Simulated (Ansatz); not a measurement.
# CsPbCl3 in I4/mcm, a phase reached by a soft mode: following an unstable mode

Aim: this structure of CsPbCl3 in I4/mcm, a phase reached by a soft mode is to be tested for unstable modes, and one is followed downhill.

Calculated with Ansatz 0.2.0; DFT PBE, scalar-relativistic, plane waves, PAW; PAW set soft_1.

The structure was built from a prototype and need not be the compound's stable phase.

### Step 1. The structure

The structure is tetragonal, space group I4/mcm (No. 140). The conventional cell has a = 7.967 Å, b = 7.967 Å, c = 11.595 Å, α = 90.00°, β = 90.00°, γ = 90.00°. Nearest to Cs lie 12 Cl at 3.61 to 4.53 Å. Pb has 6 Cl at 2.89 to 2.90 Å nearest. Nearest to Cl lie 2 Pb at 2.89 Å and 4 Cs at 3.61 to 4.53 Å. Nearest to Cl lie 2 Pb at 2.90 Å and 4 Cs at 3.98 Å. Farther neighbours and most contacts between anions are not listed.

### Step 2. Modes at Γ

This phase was reached earlier by freezing in an unstable mode of a structure of higher symmetry and relaxing. Its zone-centre modes can show that it is still unstable.

Input file input.yaml:

```yaml
crystal:
  lattice:
    - [-3.9836070604, 3.9836070604, 5.797659647]
    - [3.9836070604, -3.9836070604, 5.797659647]
    - [3.9836070604, 3.9836070604, -5.797659647]
  atoms:
    - { symbol: Cs, position: [0.75, 0.25, 0.5] }
    - { symbol: Cs, position: [0.25, 0.75, 0.5] }
    - { symbol: Pb, position: [0.0, 0.0, 0.0] }
    - { symbol: Pb, position: [0.5, 0.5, 0.0] }
    - { symbol: Cl, position: [0.8088593284, 0.3088593284, 0.1177186568] }
    - { symbol: Cl, position: [0.1911406716, 0.6911406716, 0.8822813432] }
    - { symbol: Cl, position: [0.75, 0.75, 0.0] }
    - { symbol: Cl, position: [0.25, 0.25, 0.0] }
    - { symbol: Cl, position: [0.3088593284, 0.1911406716, 0.5] }
    - { symbol: Cl, position: [0.6911406716, 0.8088593284, 0.5] }
kpoints:
  mp_grid: { grid: [6, 6, 6] }
hamiltonian:
  xc: pbe
  pseudopotentials: { kind: paw, azcp: { folder: soft_1 } }
scf:
  occupations: { method: fixed }
output:
  eigenvalues: true
phonons:
  method: dfpt
  dielectric: true
  rigid_motions: translations
```

Started as:

```console
> ansatz run input.yaml --threads 8 --pin off --max-ram 16384MiB --backend cpu --events-out ev --progress --plain --runs-dir out
```

Numbers of over 12 decimals in the logs are rounded to 6 here.

The program printed:

```text
Engine: ansatz 0.2.0, aarch64-unknown-linux-gnu
Pseudopotentials: kind: paw
Pseudopotential: Cs, paw, valence charge 9, recommended cutoff 420 eV (normal), soft_1/Cs.paw.azcp
Pseudopotential: Pb, paw, valence charge 14, recommended cutoff 420 eV (normal), soft_1/Pb.paw.azcp
Pseudopotential: Cl, paw, valence charge 7, recommended cutoff 420 eV (normal), soft_1/Cl.paw.azcp
Functional definition: PBE
  parameter kappa = 0.804
  parameter beta = 0.066725
  exchange = pbe_x(kappa = kappa, mu = beta*pi^2/3)
  correlation = pbe_c(beta = beta)
Crystal: 10 atoms, lattice volume = 368.015 Å³
Basis set: ecut = 420 eV, 7207 PW (Γ), exchange–correlation on 120×120×120 points (8 copies of the dense FFT grid, shifted against one another)
Bands: 54, of which v1, the nominal top of the filled ones, is band 44 counted from 1 (43 counted from 0)
Symmetry: 16 space group operations
k-points: 112 of 216 (irreducible under 1 space group operation, time reversal used)
Non-local potential: Cs, projectors of the file, l = 0: 3, l = 1: 2, l = 2: 2, l = 3: 2
Non-local potential: Pb, projectors of the file, l = 0: 2, l = 1: 2, l = 2: 2, l = 3: 1
Non-local potential: Cl, projectors of the file, l = 0: 2, l = 1: 2, l = 2: 1
PAW form: soft (Blöchl's): semilocal exchange-correlation on the pseudo side does not see the compensation charge
PAW one-centre angular grid: Cs, 194 points (default); XC on 64 Gauss nodes
PAW one-centre angular grid: Pb, 590 points (default); XC on 64 Gauss nodes
PAW one-centre angular grid: Cl, 110 points (default); XC on 64 Gauss nodes
Initial density: superposition of atomic densities (chi_scale 0.1, normalization cell, long waves kept (reshape's long-wave potential 0.01 eV rms))
Initial wavefunctions: pseudopotential atomic-orbital guess
Functional: x = pbe(κ = 0.804, μ = 0.219515), c = pbe(β = 0.066725)
SCF iter   1: F=—  HF=-41654.210116 eV  |F-HF|=—  |Δ(HF+E_count)|=         —  Δρ=2.31e-2  dr2=4.75e0  ethr=3.10e-3  ⟨swp⟩=6.3  Hψ=22925  notcnv=0  defer=756
preconditioner: auto → Resta (q_TF=auto, 2.149 Å⁻¹)  ε∞=2.9  [insulator: Δε(μ)=2.217 eV  Ē_g=12.749 eV  n_scr=58 (ndim 8)  ℏωp=17.7 eV  f_vac=0.016  ε∞_Penn≈2.9]
SCF iter   2: F=—  HF=-41652.651658 eV  |F-HF|=—  |Δ(HF+E_count)|=    1.56e0  Δρ=1.14e-2  dr2=1.57e0  ethr=3.10e-3  ⟨swp⟩=3.6  Hψ=11398  notcnv=0  defer=784
SCF iter   3: F=—  HF=-41651.932881 eV  |F-HF|=—  |Δ(HF+E_count)|=   7.19e-1  Δρ=3.08e-3  dr2=7.39e-2  ethr=1.79e-3  ⟨swp⟩=4.1  Hψ=11694  notcnv=0  defer=852
SCF iter   4: F=—  HF=-41651.917758 eV  |F-HF|=—  |Δ(HF+E_count)|=   1.51e-2  Δρ=1.16e-3  dr2=6.96e-3  ethr=8.40e-5  ⟨swp⟩=3.4  Hψ=11011  notcnv=0  defer=850
SCF iter   5: F=—  HF=-41651.920005 eV  |F-HF|=—  |Δ(HF+E_count)|=   2.25e-3  Δρ=2.05e-4  dr2=1.66e-4  ethr=7.91e-6  ⟨swp⟩=3.6  Hψ=9233  notcnv=0  defer=894
SCF iter   6: F=—  HF=-41651.920254 eV  |F-HF|=—  |Δ(HF+E_count)|=   2.49e-4  Δρ=3.77e-5  dr2=6.64e-6  ethr=1.89e-7  ⟨swp⟩=2.0  Hψ=10486  notcnv=0  defer=888
SCF iter   7: F=—  HF=-41651.920184 eV  |F-HF|=—  |Δ(HF+E_count)|=   7.09e-5  Δρ=1.18e-5  dr2=5.51e-7  ethr=7.55e-9  ⟨swp⟩=2.0  Hψ=10720  notcnv=0  defer=824
SCF iter   8: F=—  HF=-41651.920184 eV  |F-HF|=—  |Δ(HF+E_count)|=   6.22e-7  Δρ=2.35e-6  dr2=3.45e-8  ethr=6.26e-10  ⟨swp⟩=2.0  Hψ=10311  notcnv=0  defer=824
SCF iter   9: F=—  HF=-41651.920184 eV  |F-HF|=—  |Δ(HF+E_count)|=   4.23e-8  Δρ=8.96e-7  dr2=5.17e-9  ethr=3.92e-11  ⟨swp⟩=2.0  Hψ=8915  notcnv=0  defer=824
SCF iter  10: F=—  HF=-41651.920184 eV  |F-HF|=—  |Δ(HF+E_count)|=   3.61e-9  Δρ=3.15e-7  dr2=5.62e-10  ethr=5.88e-12  ⟨swp⟩=2.0  Hψ=9191  notcnv=0  defer=824
SCF iter  11: F=-41651.920184 eV  HF=-41651.920184 eV  |F-HF|=2.91e-11  |Δ(HF+E_count)|=  1.53e-10  Δρ=5.55e-8  dr2=1.89e-11  ethr=1.00e-12  ⟨swp⟩=22.1  Hψ=51086  notcnv=0
SCF 1 converged in 11 iterations: F = -41651.920184 eV  dr2 = 1.89e-11
  greatest PAW one-centre occupation: 0.983 electrons in one spin orbital (limit 2), on the Pb atom at site 2 (counted from 0), in its partial waves of l = 2
NSCF: frozen V_eff on 4 k-points
DFPT response loops at Γ: preconditioner auto → Resta (q_TF=auto, 2.149 Å⁻¹)  ε∞=5.0 (no band partly filled); β = 1.00, the filter's whole step (`scf.mixing.beta` (0.50) is not read by the response loops at its default; to damp them type it under 1.00, their step now; it binds the ground state too); Broyden in place of MSR1
── the response to a field inside a basis, on 6×6×6 k-points: an SCF that follows is theirs, and a resumed run solves both again ──
Bands: 45, of which v1, the nominal top of the filled ones, is band 44 counted from 1 (43 counted from 0)
k-points: 28 of 216
Initial density: handed on by an earlier stage of this run
Initial wavefunctions: pseudopotential atomic-orbital guess (no wavefunctions were taken with the density)
Eigensolver: Dense (28 Hₖ)
SCF iter   1: F=—  HF=-41651.520092 eV  |F-HF|=—  |Δ(HF+E_count)|=         —  Δρ=4.08e-4  dr2=2.42e-4  ethr=1.00e-1
preconditioner: auto → Resta (q_TF=auto, 2.149 Å⁻¹)  ε∞=3.5  [insulator: Δε(μ)=2.560 eV  Ē_g=11.194 eV  n_scr=58 (ndim 8)  ℏωp=17.7 eV  f_vac=0.095  ε∞_Penn≈3.5]
SCF iter   2: F=—  HF=-41651.520182 eV  |F-HF|=—  |Δ(HF+E_count)|=   9.00e-5  Δρ=2.19e-4  dr2=8.39e-5  ethr=2.74e-7
SCF iter   3: F=—  HF=-41651.520225 eV  |F-HF|=—  |Δ(HF+E_count)|=   4.24e-5  Δρ=2.23e-5  dr2=2.19e-6  ethr=9.54e-8
SCF iter   4: F=—  HF=-41651.520226 eV  |F-HF|=—  |Δ(HF+E_count)|=   1.36e-6  Δρ=7.46e-6  dr2=2.96e-7  ethr=2.49e-9
SCF iter   5: F=-41651.520226 eV  HF=-41651.520226 eV  |F-HF|=5.43e-9  |Δ(HF+E_count)|=   4.57e-7  Δρ=1.10e-6  dr2=9.58e-9  ethr=3.36e-10
SCF 1 converged in 5 iterations: F = -41651.520226 eV  dr2 = 9.58e-9
  greatest PAW one-centre occupation: 0.982 electrons in one spin orbital (limit 2), on the Pb atom at site 3 (counted from 0), in its partial waves of l = 2
DFPT response loops at Γ: preconditioner auto → Resta (q_TF=auto, 2.149 Å⁻¹)  ε∞=4.8 (no band partly filled); β = 1.00, the filter's whole step (`scf.mixing.beta` (0.50) is not read by the response loops at its default; to damp them type it under 1.00, their step now; it binds the ground state too); Broyden in place of MSR1
SCF converged after 11 iterations
Free energy (F): -41651.920184 eV
Harris-Foulkes:  -41651.920184 eV  (|F-HF|=2.91e-11)
Internal energy: -41651.920184 eV  (E = F + TS)
E sigma→0 (E₀):  -41651.920184 eV
Fermi energy:    3.035115 eV
--- Per-component energies (eV) ---
  E_band       = -500.815671
  E_kinetic    = 1784.357252
  E_local      = -5210.020853  (includes V_loc(G=0)·N_el)
  E_nonlocal   = 842.879637
  E_hartree    = 1946.670271
  E_xc         = -1419.119721
  E_vxc        = -1253.568683  (∫ρ·V_xc dr)
  E_paw        = -34854.009439  (= ΣΔE_a)
  E_vpaw       = -557.804281  (= ΣTr[D̂ρ^β])
  E_aug_tail   = 0.000631  (compensation charges beyond the density's cutoff)
  E_ewald      = -4742.677962
  E_smearing   = -0.000000  (= −TS)
  E_closure    = -0.000000  (closes the sum)
  Σ components = -41651.920184   (vs F -41651.920184, Δ=0.00e0)
--- Band table (eV; the first three rows and the last of 112) ---
  k-point 0: bands = [... 40 lower, 1.4368, 1.4576, 1.4576, 3.0351, 5.4333, 5.6453, 5.6453, 7.2261, ... 6 higher]
  k-point 1: bands = [... 40 lower, 1.3767, 1.4631, 1.4970, 2.7575, 5.5357, 5.7184, 6.3059, 7.4526, ... 6 higher]
  k-point 2: bands = [... 40 lower, 1.2654, 1.4714, 1.5115, 2.4801, 5.7427, 5.8837, 6.9209, 7.4543, ... 6 higher]
  k-point 111: bands = [... 40 lower, 1.2939, 1.3796, 1.8977, 2.4112, 6.0050, 6.0050, 6.2270, 8.1758, ... 6 higher]
--- Phonons (Γ-DFPT): 8 representative perturbations + reference, on 112 of 216 k-points (Σ response iterations 26) ---
  k mesh reduced under 1 symmetry operation, with k and −k counted as one. Each operation leaves every solved perturbation unchanged. A smaller set is not considered because the run solves the response to a homogeneous field
  ASR residual: 5.955e-5 → 0.000e0 eV/Å²; symmetrization residual: 2.701e-5 eV/Å²
  ASR residual per site (eV/Å²): 3.57e-5 3.57e-5 5.96e-5 5.96e-5 3.27e-5 3.27e-5 3.75e-5 3.75e-5 3.27e-5 3.27e-5
  Γ frequencies (cm⁻¹): -15.60 -15.60 0.00 0.00 0.00 28.48 28.48 41.64 41.64 46.22 46.61 52.64 52.64 60.94 60.94 70.81 72.22 75.39 87.02 91.85 91.85 92.09 92.18 92.18 95.66 95.66 103.38 181.24 181.55 233.81
  ε∞ (high-frequency dielectric tensor):
        3.555747    -0.000000     0.000000
       -0.000000     3.555747     0.000000
        0.000000     0.000000     3.760010
  softest optical mode at Γ: -15.60 cm⁻¹; the repairs (sum rule, projections) moved no ω² at Γ by more than (2.58 cm⁻¹)²
  Born effective charges Z* (e; rows j = field, columns β = displacement):
    site 0:
         1.24721   -0.00000    0.00000
         0.00000    1.24721    0.00000
        -0.00000   -0.00000    1.40132
    site 1:
         1.24721   -0.00000    0.00000
         0.00000    1.24721    0.00000
         0.00000   -0.00000    1.40132
    site 2:
         3.69989    0.37915   -0.00000
        -0.37915    3.69989   -0.00000
         0.00000    0.00000    3.79189
    site 3:
         3.69989   -0.37915   -0.00000
         0.37915    3.69989   -0.00000
        -0.00000    0.00000    3.79189
    site 4:
        -2.09032    1.28859   -0.00000
         1.28859   -2.09032    0.00000
         0.00000    0.00000   -0.79333
    site 5:
        -2.09032    1.28859    0.00000
         1.28859   -2.09032    0.00000
         0.00000   -0.00000   -0.79333
    site 6:
        -0.76647   -0.00000   -0.00000
         0.00000   -0.76647    0.00000
        -0.00000   -0.00000   -3.60654
    site 7:
        -0.76647   -0.00000    0.00000
         0.00000   -0.76647    0.00000
         0.00000   -0.00000   -3.60654
    site 8:
        -2.09032   -1.28859    0.00000
        -1.28859   -2.09032   -0.00000
         0.00000   -0.00000   -0.79333
    site 9:
        -2.09032   -1.28859   -0.00000
        -1.28859   -2.09032    0.00000
        -0.00000   -0.00000   -0.79333
  Z* charge neutrality: 2.284e-2 e pre-enforcement
  solved inside a basis spanned on kpoints, on 6×6×6 k-points, its susceptibility summed on 8×8×8: ε∞ is read to err by 1.1e-2, Z* by 2.0e-2 e (field_mesh: kpoints solves on kpoints); Z* is corrected for what the basis lacks
  optical modes at Γ without the LO–TO term, one row a degenerate level:
      ω (cm⁻¹)  modes    IR ((D/Å)²/amu)
        -15.60      2             0.0000
         28.48      2             1.5528
         41.64      2             0.0000
         46.22      1             0.0039
         46.61      1             0.0000
         52.64      2             0.5325
         60.94      2             7.7948
[...]
optical modes at Γ + LO–TO along q̂ = [1.0000, 0.0000, 0.0000]:
      ω (cm⁻¹)  modes    IR ((D/Å)²/amu)
[...]
optical modes at Γ + LO–TO along q̂ = [0.0000, 1.0000, 0.0000]:
      ω (cm⁻¹)  modes    IR ((D/Å)²/amu)
[...]
optical modes at Γ + LO–TO along q̂ = [0.0000, 0.0000, 1.0000]:
      ω (cm⁻¹)  modes    IR ((D/Å)²/amu)
[...]
70.81      1             0.0000
         72.22      1             0.0000
         82.64      1             0.0349
         87.02      1             0.0000
         91.85      2             0.0000
         92.18      2            12.2424
         95.66      2            18.0418
        103.38      1             0.0000
        181.24      1             0.0000
        181.55      1             0.0000
        204.79      1            22.4171
        233.81      1             0.0000
```

The job ended after 9.2 min (8 threads of Arm Neoverse V1, shared host; peak memory 9 GiB).

Reading the cycles: dr2 is the Hartree energy of the density residual (eV), the measure of convergence; HF is the Harris–Foulkes estimate of the energy, which meets the free energy F at convergence.

Numbers from this step:

* gap on the k-mesh: 2.398 eV
* volume per atom: 36.80 Å³
* sum-rule residual before enforcement: 5.96e-5 eV/Å²
* miss of the charge sum rule: 0.02284 e
* estimated error of the dielectric tensor: 0.01147
* estimated error of the Born charges: 0.02028 e
* point group: 4/mmm
* highest optical mode at the zone centre (no LO-TO term): 233.8 cm⁻¹
* lowest optical zone-centre mode: -15.6 cm⁻¹
* mean high-frequency dielectric constant: 3.624
* largest Born charge (third of the trace): 3.731 e
* top of the zone-centre spectrum with the field: 233.8 cm⁻¹

Without the LO-TO term. Patterns of degenerate modes are one choice out of their space. Modes at Γ, with each element's share of the kinetic energy (negative means imaginary):

```
mode  frequency (cm⁻¹)  symmetry  Cs %  Pb %  Cl %
   1             -15.6        Eg    33     0    67
   2             -15.6        Eg    33     0    67
   3               0.0  acoustic    30    46    24
   4               0.0  acoustic    30    46    24
   5               0.0  acoustic    30    46    24
   6              28.5        Eu    61    14    24
   7              28.5        Eu    61    14    24
   8              41.6        Eg    67     0    33
   9              41.6        Eg    67     0    33
  10              46.2       A2u    61    38     2
  11              46.6       B2g   100     0     0
  12              52.6        Eu     9    13    78
  13              52.6        Eu     9    13    78
  14              60.9        Eu     0    44    55
  15              60.9        Eu     0    44    55
  16              70.8       A1g     0     0   100
  17              72.2       B1u     0     0   100
  18              75.4       A2u    10    13    78
  19              87.0       A1u     0   100     0
  20              91.8        Eg     0     0   100
  21              91.8        Eg     0     0   100
  22              92.1       A2u     0     3    97
  23              92.2        Eu     0    24    76
  24              92.2        Eu     0    24    76
  25              95.7        Eu     0    58    42
  26              95.7        Eu     0    58    42
  27             103.4       B2g     0     0   100
  28             181.2       A2g     0     0   100
  29             181.6       B1g     0     0   100
  30             233.8       A2g     0     0   100
```

Displacements in mode 1 (-15.6 cm⁻¹), the largest set to 1:
```
Cs1  0.01 -0.45  0.00
Cs2 -0.01  0.45  0.00
Pb3  0.00  0.00  0.00
Pb4  0.00  0.00  0.00
Cl5  0.00  0.00  0.50
Cl6  0.00  0.00 -0.50
Cl7 -0.02 -1.00  0.00
Cl8  0.02  1.00  0.00
Cl9  0.00  0.00 -0.52
Cl10 0.00  0.00  0.52
```

Displacements in mode 22 (92.1 cm⁻¹), the largest set to 1:
```
Cs1  0.00  0.00  0.01
Cs2  0.00  0.00  0.01
Pb3  0.00  0.00 -0.08
Pb4  0.00  0.00 -0.08
Cl5  0.00  0.00 -0.29
Cl6  0.00  0.00 -0.29
Cl7  0.00  0.00  1.00
Cl8  0.00  0.00  1.00
Cl9  0.00  0.00 -0.29
Cl10 0.00  0.00 -0.29
```

Before it was imposed, the acoustic sum rule was missed by 6.0e-5 eV/Å² and the charge sum rule by 0.023 e. Small misses are needed for a sound result but don't prove that mesh and cutoff are converged. The lowest optical mode is imaginary, 15.6i cm⁻¹, so the energy falls along it.

### Step 3. The mode frozen in, largest atomic shift 0 Å

The mode followed lies at Γ with frequency 15.6i cm⁻¹ and is 2-fold degenerate, the softest among the wavevectors solved. At small amplitude the distorted cell has space group no. 12 by a symmetry search on the positions. The undistorted cell that holds it gives the zero of energy on the same k mesh.

input.yaml: that of step 2 with these lines changed.

```diff
@@ -22,8 +22,6 @@
 scf:
-  occupations: { method: fixed }
+  occupations: { method: gaussian, width: 0.02 }
 output:
+  forces: true
+  stress: true
   eigenvalues: true
-phonons:
-  method: dfpt
-  dielectric: true
-  rigid_motions: translations
```

The program printed:

```text
[...]
Crystal: 10 atoms, lattice volume = 368.015 Å³
Basis set: ecut = 420 eV, 7207 PW (Γ), exchange–correlation on 120×120×120 points (8 copies of the dense FFT grid, shifted against one another)
Bands: 54, of which v1, the nominal top of the filled ones, is band 44 counted from 1 (43 counted from 0)
Symmetry: 16 space group operations
[...]
k-points: 30 of 216
[...]
k-point 0: bands = [... 40 lower, 1.4368, 1.4576, 1.4576, 3.0351, 5.4333, 5.6453, 5.6453, 7.2260, ... 3 higher]
  k-point 1: bands = [... 40 lower, 1.3767, 1.4630, 1.4970, 2.7575, 5.5358, 5.7184, 6.3059, 7.4526, ... 3 higher]
  k-point 2: bands = [... 40 lower, 1.2654, 1.4714, 1.5115, 2.4801, 5.7427, 5.8837, 6.9209, 7.4543, ... 3 higher]
  k-point 29: bands = [... 40 lower, 1.2938, 1.3796, 1.8977, 2.4112, 6.0051, 6.0051, 6.2270, 8.1758, ... 3 higher]
[key lines of the parts left out:]
SCF converged after 8 iterations
Free energy (F): -41651.920184 eV
Fermi energy:    4.234210 eV
P = ⅓ Tr σ = -0.0027 GPa (-0.027 kbar)
```

Wall time 6.2 s (8 threads); peak memory 1.4 GiB.

Numbers from this step:

* pressure: -0.002686 GPa
* energy from the undistorted cell: 0 meV/atom

At this level the gap is 2.40 eV on the k-mesh of the self-consistent run, which can miss the band edges.

### Step 4. The mode frozen in, largest atomic shift 0.22 Å

The atoms are moved along the unstable eigenvector, the largest shift by 0.22 Å, with the cell fixed.

input.yaml, the sections that differ from step 3:

```yaml
crystal:
  lattice:
    - [-3.9836070604, 3.9836070604, 5.797659647]
    - [3.9836070604, -3.9836070604, 5.797659647]
    - [3.9836070604, 3.9836070604, -5.797659647]
  atoms:
    - { symbol: Cs, position: [0.7587423295, 0.2412576705, 0.5] }
    - { symbol: Cs, position: [0.2412576705, 0.7587423295, 0.5] }
    - { symbol: Pb, position: [0.0, 0.0, 0.0] }
    - { symbol: Pb, position: [0.5, 0.5, 0.0] }
    - { symbol: Cl, position: [0.8088593284, 0.3088593284, 0.1177186568] }
    - { symbol: Cl, position: [0.1911406716, 0.6911406716, 0.8822813432] }
    - { symbol: Cl, position: [0.7695254564, 0.7695254564, 0.0390509128] }
    - { symbol: Cl, position: [0.2304745436, 0.2304745436, -0.0390509128] }
    - { symbol: Cl, position: [0.3225169051, 0.2047982483, 0.5] }
    - { symbol: Cl, position: [0.6774830949, 0.7952017517, 0.5] }
# kpoints, hamiltonian, scf, output: as in step 3
```

The program printed:

```text
[...]
Crystal: 10 atoms, lattice volume = 368.015 Å³
Basis set: ecut = 420 eV, 7207 PW (Γ), exchange–correlation on 120×120×120 points (8 copies of the dense FFT grid, shifted against one another)
Bands: 54, of which v1, the nominal top of the filled ones, is band 44 counted from 1 (43 counted from 0)
Symmetry: 4 space group operations
[...]
k-points: 68 of 216
[...]
k-point 0: bands = [... 40 lower, 1.4103, 1.4381, 1.4628, 2.9943, 5.4245, 5.6355, 5.6355, 7.2516, ... 4 higher]
  k-point 1: bands = [... 40 lower, 1.3639, 1.4460, 1.4968, 2.7195, 5.5229, 5.7091, 6.2870, 7.4687, ... 4 higher]
  k-point 2: bands = [... 40 lower, 1.2652, 1.4580, 1.5076, 2.4422, 5.7210, 5.8782, 6.8833, 7.4247, ... 4 higher]
  k-point 67: bands = [... 40 lower, 1.2894, 1.3705, 1.8631, 2.3958, 5.9664, 5.9837, 6.2154, 8.0928, ... 4 higher]
[key lines of the parts left out:]
SCF converged after 8 iterations
Free energy (F): -41651.921397 eV
Fermi energy:    4.209409 eV
P = ⅓ Tr σ = -0.0139 GPa (-0.139 kbar)
```

Elapsed: 13 s, on 8 threads; peak memory 1.8 GiB; 1.7 min of CPU time.

Numbers from this step:

* pressure: -0.01386 GPa
* gap on the k-mesh: 2.430 eV
* energy from the undistorted cell: -0.121 meV/atom

The energy, extrapolated to zero smearing, is -0.12 meV/atom against the undistorted cell.

The run ends at a pressure of -0.01 GPa, with forces up to 0.012 eV/Å.

[end of part 1 of 2]

[Logs are printed without paths, hosts, clocks, repeated set-up lines and the standing remarks that a program may print on its own settings, such as how far it seeks lower states.]

[Hosts, paths, dates, database ids (printed as entryN), source tags and the programs' standing remarks are cut or masked in the printed files.]
